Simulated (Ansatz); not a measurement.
**Equation of state of MoS2 from a dense series**

```
CELL_PARAMETERS angstrom
3.16100 0.00000 0.00000
-1.58050 2.73751 0.00000
0.00000 0.00000 12.29500
ATOMIC_POSITIONS crystal
Mo 0.33333 0.66667 0.25000
Mo 0.66667 0.33333 0.75000
S 0.33333 0.66667 0.62750
S 0.66667 0.33333 0.12750
S 0.33333 0.66667 0.87250
S 0.66667 0.33333 0.37250
```

Atom numbers follow the list: Mo1, Mo2, S3, S4, S5, S6.

The conventional cell has a = 3.161 Å, b = 3.161 Å, c = 12.295 Å, α = 90.00°, β = 90.00°, γ = 120.00°. Mo (atom 1) has 6 S at 2.37 Å as nearest neighbours. S (atom 3) has 3 Mo at 2.37 Å as nearest neighbours.

The geometry is COD entry 9007660, unchecked; take it as a test cell.

All numbers below come from DFT, LDA, all-electron LAPW, scalar-relativistic (Ansatz 0.2.0).

Settings: a Γ-centred 10×10×3 k mesh, Fermi–Dirac smearing of 0.03 eV, basis error target 1 meV/atom, no spin polarisation.

The cell is scaled evenly. Fractional coordinates are held (clamped ions).

| V (Å³/atom) | P (GPa) |
| --- | --- |
| 17.023 | 8.38 |
| 17.377 | 4.55 |
| 17.555 | 2.79 |
| 17.732 | 1.12 |
| 17.909 | -0.47 |
| 18.087 | -1.97 |
| 18.441 | -4.75 |
| 18.796 | -7.25 |

**Question.** Fit a third-order Birch–Murnaghan curve to the pressures.

**Answer.** P = (3B0/2)(y^(7/2) − y^(5/2))[1 + (3/4)(B0′ − 4)(y − 1)] with y = (V0/V)^(2/3) fits within 0.01 GPa for V0 = 17.856 Å³/atom, B0 = 158.0 GPa and B0′ = 4.35.

**Question.** Predict the pressure at the withheld volume, 16.668 Å³/atom.

**Answer.** There y = 1.0470, so the fit gives 12.64 GPa; the run gave 12.63 GPa.
